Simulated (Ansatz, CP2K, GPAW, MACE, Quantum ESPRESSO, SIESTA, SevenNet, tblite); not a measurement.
## Generalised stacking fault on (110) of BePd (80 atoms): runs against a plane-wave reference

The cell holds 80 atoms: 40 Be and 40 Pd. Its edges and angles: a = 5.626 Å, b = 7.956 Å, c = 20.057 Å, α = 90.0°, β = 82.6°, γ = 90.0°. It derives from BePd (CsCl-type). CsCl-type BePd (a = 2.813 Å), cell with z along [110], 2 x 2 x 5 periods; the third cell vector is tilted by 0.917 of [001] and lengthened by 0 Å, so the cell holds one fault; displaced by a Gaussian of 0.01 Å. Then every atom was moved at random, 0.03 Å r.m.s. a Cartesian component.

Geometry: as built.

The reference, a calculation:

* method: Kohn-Sham DFT, PBE, SSSP efficiency 1.3.0 pseudopotentials, plane waves (Quantum ESPRESSO 7.5); sssp-pbe-1.3.0-efficiency, cutoffs 45/360 Ry, Γ point
* r.m.s. force component: 0.2691 eV/Å
* longest force: 0.9497 eV/Å
* pressure: 6.416 GPa
* time: 3.2 min on 4 MPI ranks of Intel Xeon Platinum 8259CL at 2.50GHz (Skylake/Cascade Lake), shared host
* CPU time: 13 min

Runs, in no order:
A. GPAW PBE, grid h 0.2 Å: Kohn-Sham DFT, PBE, PAW, finite differences on a real-space grid
B. tblite GFN1-xTB: GFN1-xTB tight binding, diagonalisation
C. CP2K PBE, DZVP-UZH, 600/50 Ry, diagonalisation: Kohn-Sham DFT, PBE, GTH-PBE pseudopotentials, Gaussian and plane waves, DZVP-MOLOPT (UZH set), diagonalisation
D. SIESTA PBE, DZ, shift 0.01 Ry, mesh 300 Ry: Kohn-Sham DFT, PBE, PseudoDojo 0.4.1 norm-conserving pseudopotentials (converted to PSML), numerical atomic orbitals (DZ), diagonalisation

In doubt: a PseudoDojo file used here is known to give poor structures and forces (SIESTA), which bears on pressures, cells, forces and phonons.

**Question.** Rank the runs by how far their forces lie from the reference's, least first.

A, C, B, D.

```tsv
run	Δ force, r.m.s. (meV/Å)	share of r.m.s. force (%)	CPU time
A. GPAW PBE, grid h 0.2 Å	13.2	4.91	63 min
C. CP2K PBE, DZVP-UZH, 600/50 Ry, diagonalisation	30.7	11.4	62 min
B. tblite GFN1-xTB	91.7	34.1	49 s
D. SIESTA PBE, DZ, shift 0.01 Ry, mesh 300 Ry	221	82.0	4.6 min
```

Periodic xTB results under one method name differ between programs and library versions. The electronic-structure runs sample only Γ, in a cell whose shortest periodic width is 6 Å, which is coarse for a cell with partly filled levels.

[Logs are printed without paths, hosts, clocks, repeated set-up lines and the standing remarks that a program may print on its own settings, such as how far it seeks lower states.]

[Hosts, paths, dates, database ids (printed as entryN), source tags and the programs' standing remarks are cut or masked in the printed files.]
